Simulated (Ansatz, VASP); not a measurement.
## One calculation of Fe, two programs

```
Fe
1.0
    -1.29333    1.29333    1.29333
     1.29333   -1.29333    1.29333
     1.29333    1.29333   -1.29333
Fe
1
Direct
  0.00000 0.00000 0.00000
```

Change from the starting cell: volume scaled by 0.72, datasets made for the crystal.

Alike in both runs: task single point; functional r2SCAN; k mesh 14 × 14 × 14; occupations fermi-dirac, width 0.05 eV; collinear spin.

```csv
,VASP,Ansatz
version,VASP 6.6.1,Ansatz 0.2.0
potentials or method,"VASP PAW PBE potentials, release 64 (Fe), cutoff 520 eV","all-electron PAW with datasets made for the crystal, scalar-relativistic"
```

VASP gave:

```
pressure (GPa)                                                : 103.6
net moment per atom (μB)                                      : 2.09
size of the moment on the site where the two differ most (μB) : 2.05
```

Question: What did Ansatz give for the same quantities?

Answer: Pressure (GPa): 102.6; net moment per atom (μB): 2.08; size of the moment on the site where the two differ most (μB): 2.15.

Site moments also hang on the region over which each program counts them. Ansatz ran all-electron here, so the differences hold the error of VASP's frozen core and of both bases. Ansatz warned: «stability_check_not_made».

Caveats: the cell as given lies far from equilibrium; so large a pressure means that the cell lies far from this level's equilibrium, or that cutoff or potentials fall short (VASP); the potentials were made for another functional, which shifts forces and pressure (VASP).
